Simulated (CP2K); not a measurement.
Runs of CP2K 2026.2 on P. The structure is trigonal, space group R-3m (No. 166). Conventional cell: a = 3.451 Å, b = 3.451 Å, c = 9.389 Å, α = 90.00°, β = 90.00°, γ = 120.00°. P (site symmetry 3m) is surrounded by 3 P at 2.29 Å. This isn't the form of P at room conditions, which is orthorhombic.

| task | level | potentials or basis | cell | k mesh | smearing | EPS_DEFAULT | k points reduced by the point group | NGRIDS | basis sets | potentials | gap on the mesh (eV) | pressure (GPa) | largest force (eV/Å) |
| --- | --- | --- | --- | --- | --- | --- | --- | --- | --- | --- | --- | --- | --- |
| band structure | TASK | POTENTIAL_UZH P GTH-SCAN-q5; TZVP-MOLOPT-SCAN-GTH basis | as given | 9 × 9 × 9 | fermi-dirac 0.1 eV | 1.0E-9 | yes | 5 | P TZVP-MOLOPT-SCAN-GTH-q5 | P GTH-SCAN-q5 of POTENTIAL_UZH | none | (b) | 0.04 |
| band structure | LDA | GTH_POTENTIALS P GTH-PADE-q5; TZVP-MOLOPT-PBE-GTH basis | as given | 9 × 9 × 9 | fermi-dirac 0.01 eV | 1.0E-10 | yes | 4 | P TZVP-MOLOPT-PBE-GTH-q5 | P GTH-PADE-q5 of GTH_POTENTIALS | none | -2.4 | 0.19 |
| band structure | r2SCAN | POTENTIAL_UZH P GTH-SCAN-q5; TZVP-MOLOPT-SCAN-GTH basis | as given | 9 × 9 × 9 | fermi-dirac 0.1 eV | 1.0E-10 | yes | 5 | P TZVP-MOLOPT-SCAN-GTH-q5 | P GTH-SCAN-q5 of POTENTIAL_UZH | none | 1.5 | 0.13 |
| atomic charges | LDA | GTH_POTENTIALS P GTH-PADE-q5; TZVP-MOLOPT-PBE-GTH basis | atoms moved at random, drawn with an rms of 0.1 Å | 9 × 9 × 9 | gaussian 0.05 eV | 1.0E-10 | yes | 4 | P TZVP-MOLOPT-PBE-GTH-q5 | P GTH-PADE-q5 of GTH_POTENTIALS | none | (c) | 0.41 |
| band structure | SCAN | POTENTIAL_UZH P GTH-SCAN-q5; TZVP-MOLOPT-SCAN-GTH basis | as given | 9 × 9 × 9 | fermi-dirac 0.1 eV | 1.0E-9 | yes | 4 | P TZVP-MOLOPT-SCAN-GTH-q5 | P GTH-SCAN-q5 of POTENTIAL_UZH | none | (a) | 0.14 |
| relaxation of cell and atoms | LDA | GTH_POTENTIALS P GTH-PADE-q5; TZVP-MOLOPT-PBE-GTH basis | relaxed | 7 × 7 × 7 | fermi-dirac 0.05 eV | 1.0E-9 | - | 5 | P TZVP-MOLOPT-PBE-GTH-q5 | P GTH-PADE-q5 of GTH_POTENTIALS | none | 0.0 | 0.02 |

Alike in all rows: no spin polarisation.

Task: Fill in the values left out.

Result: (a) 1.6; (b) 5.8; (c) -3.4.

Caveats: the basis of atomic orbitals isn't converged, which shifts pressures, moduli and gaps; the potentials were made for another functional, which shifts forces and pressure (some runs); more than 0.5 GPa of stress was left at the end, so the final cell isn't listed (some runs).

A k mesh can miss the band edges.

A gap of «none» marks a metal or a gap under the smearing width.

Not every run made on this cell is shown here.
